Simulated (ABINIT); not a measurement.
Crystal: Pt.

```xyz
1
Lattice="0.0000 1.9448 1.9448 1.9448 0.0000 1.9448 1.9448 1.9448 0.0000" Properties=species:S:1:pos:R:3 pbc="T T T"
Pt    0.0000    0.0000    0.0000
```

The cell isn't the ideal one: cell relaxed.

Base run:

- Program: ABINIT 10.8.3 (patched build)
- Functional: LDA
- Potentials or basis: PseudoDojo NC SR LDA v0.4.1 standard
- Cutoff: 1088 eV
- k mesh: 9 × 9 × 9
- Occupations: fermi-dirac, width 0.05 eV
- Spin: no spin polarisation

Its results: pressure -0.2 GPa.

Question: The run is repeated on the same cell with these changes: k mesh from 9 × 9 × 9 to 12 × 12 × 12, with 4 shifts; occupations from fermi-dirac, width 0.05 eV to gaussian, width 0.136 eV. What comes out?

Answer: Pressure 0.4 GPa.
